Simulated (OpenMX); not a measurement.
Crystal: NaI.

```
I Na
1.0
     0.00000    3.23640    3.23640
     3.23640    0.00000    3.23640
     3.23640    3.23640    0.00000
I Na
1 1
Direct
  0.50000 0.50000 0.50000
  0.00000 0.00000 0.00000
```

Base run:

- Program: OpenMX 3.8.5
- Functional: PBE
- Potentials or basis: OpenMX 2013 PBE set, I7.0-s3p3d2f1, Na9.0-s3p2d2, grid cutoff 500 Ry
- k mesh: 7 × 7 × 7
- Occupations: fermi-dirac, width 0.05 eV
- Spin: no spin polarisation

Its results: band gap on the k mesh 3.78 eV, direct; pressure 0.7 GPa.

Question: The run is repeated on the same cell with these changes: functional from PBE to LDA; potentials or basis from OpenMX 2013 PBE set, I7.0-s3p3d2f1, Na9.0-s3p2d2, grid cutoff 500 Ry to OpenMX 2013 LDA set, I7.0-s3p2d2f1, Na9.0-s3p2d1, grid cutoff 500 Ry. What comes out?

Answer: Band gap on the k mesh 3.46 eV, direct; pressure -1.4 GPa.

Caveats: spin-orbit coupling is left out, which moves the levels of the heavy elements; the basis of atomic orbitals isn't converged, which shifts pressures, moduli and gaps.

Not every run made on this cell is shown here.
